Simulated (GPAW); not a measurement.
# CdSe (Cadmoselite) in GPAW: the effect of volume scale

The system is CdSe (Cadmoselite).

```
Cd Se
1.0
     4.32848    0.00000    0.00000
    -2.16424    3.74857    0.00000
     0.00000    0.00000    7.06649
Cd Se
2 2
Direct
  0.66667 0.33333 0.50000
  0.33333 0.66667 0.00000
  0.66667 0.33333 0.88500
  0.33333 0.66667 0.38500
```

Alike in all runs:

```yaml
Program: GPAW 26.7.0
Task: dielectric tensor
Functional: PBE
Potentials_or_basis: GPAW PAW data sets (gpaw-data 1.2.1)
Cutoff: 500 eV
Basis: pw
k_mesh: 6 × 6 × 3
Occupations: fermi-dirac, width 0.001 eV
Spin: no spin polarisation
```

| volume scale | gap on the mesh (eV) | dielectric constant (mean) |
| --- | --- | --- |
| 1.02 | 0.65 | 9.62 |
| 1.04 | 0.61 | 10.23 |
| 0.98 | 0.74 | 8.73 |
| 1 | ? | ? |

**Question.** What does the run with volume scale 1 give?

**Answer.** gap on the mesh 0.70 eV; dielectric constant 9.12 mean.

Worked out: A straight line through the other rows of the gap on the mesh, of slope -2.18 eV per unit of volume scale, gives 0.70 eV, against the run's 0.70. A straight line through the other rows of the dielectric constant, of slope 24.6  per unit of volume scale, gives 9.20 , against the run's 9.12.

Caveats: the long-wavelength limit can be off by several per cent where d states take part; the gap is small at this level, which inflates the dielectric constant (some runs).

A k mesh can miss the band edges.
